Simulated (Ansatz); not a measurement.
Crystal: N.

```
N
1.0
     4.08406    0.00000    0.00000
     0.00000    4.08406    0.00000
     0.00000    0.00000    5.34591
N
4
Direct
  0.40428 0.59572 0.50000
  0.09572 0.09572 0.00000
  0.59572 0.40428 0.50000
  0.90428 0.90428 0.00000
```

Base run:

```yaml
Program: Ansatz 0.2.0
Functional: r2SCAN0 form with a typed share of exact exchange
Potentials_or_basis: Ansatz PAW
Cutoff: "500 eV (not typed: the program's choice for these potentials)"
k_mesh: 4 × 4 × 3
Occupations: fermi-dirac, width 0.05 eV
Spin: no spin polarisation
```

Its results: band gap on the k mesh 7.60 eV, indirect (least direct gap 7.79 eV); pressure -2.3 GPa; largest force 1.819 eV/Å.

**Question.** The run is repeated on the same cell with these changes: share of exact exchange from 0 to 0.35. What comes out?

**Answer.** Band gap on the k mesh 11.58 eV, indirect (least direct gap 11.80 eV); pressure -5.2 GPa; largest force 4.038 eV/Å.

Caveats: odd divisions of the mesh miss points on the zone boundary, where band edges often lie, so the gap on the mesh can be too wide; the PAW data sets come from PBE, with cores solved anew for the run's functional, which leaves a small shift of forces and pressure; forces of over 1 eV/Å show positions far from the minimum, so gaps and moduli don't describe the material at rest; the thresholds are loose for stress (some runs).

A k mesh can miss the band edges.
